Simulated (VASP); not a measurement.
## BN: relaxation of cell and atoms with PBEsol

The system is BN.

```
CELL_PARAMETERS angstrom
0.00000 1.81300 1.81300
1.81300 0.00000 1.81300
1.81300 1.81300 0.00000
ATOMIC_POSITIONS crystal
N 0.25000 0.25000 0.25000
B 0.00000 0.00000 0.00000
```

The cell is a database's computed one.

```
Program                : VASP 6.6.1
Task                   : relaxation of cell and atoms
Functional             : PBEsol
Potentials or basis    : VASP PAW PBE potentials, release 64 (N, B)
Cutoff                 : 600 eV
k mesh                 : 13 × 13 × 13
Occupations            : fermi-dirac, width 0.05 eV
Spin                   : no spin polarisation
Further INCAR settings : ALGO = Normal; EDIFF = 1e-07; IBRION = 2; EDIFFG = -0.01; NSW = 40; ISIF = 3
```

| Property | Result |
| --- | --- |
| Relaxed volume | 5.86 Å³/atom |
| Relaxed cell | a = 2.550 Å, b = 2.550 Å, c = 2.550 Å, α = 60.00°, β = 60.00°, γ = 60.00° |
| Space group after relaxing (to 0.05 Å) | F-43m (No. 216) |
| Energy gained by relaxing | 1.8 meV/atom |
| Ionic steps | 3 |
| Pressure after relaxing | 0.0 GPa |
| Band gap on the k mesh | 4.36 eV, indirect (least direct gap 8.79 eV) |

The path:
```csv
step,energy change (eV),largest force (eV/Å),pressure (GPa),volume (Å³)
1,0.0000,0.0000,-6.03,11.92
2,0.0003,0.0000,6.62,11.54
3,-0.0036,0.0000,-0.01,11.73
```

Final structure:
```yaml
crystal:
  lattice:
    - [0.00000, 1.80334, 1.80334]
    - [1.80334, 0.00000, 1.80334]
    - [1.80334, 1.80334, 0.00000]
  atoms:
    - { symbol: N, position: [0.25000, 0.25000, 0.25000] }
    - { symbol: B, position: [0.00000, 0.00000, 0.00000] }
```

Levels at points of the mesh, in eV from the valence-band top:
| k point | band 2 | band 3 | band 4 | band 5 | band 6 | band 7 |
| --- | --- | --- | --- | --- | --- | --- |
| (0.00, 0.00, 0.00) | 0.00 | 0.00 | 0.00 | 8.79 | 8.79 | 8.79 |

Wall time 10 s on 1 thread of AMD EPYC 9R45 96-Core Processor (Zen 5), on a shared host, peak memory 0.09 GiB.

Caveat: the PAW data sets were made with another functional, which shifts forces and pressure a little; an odd mesh through Γ misses points on the zone boundary, where band edges often lie. PBEsol gaps usually lie below the measured ones, often by a third to a half.
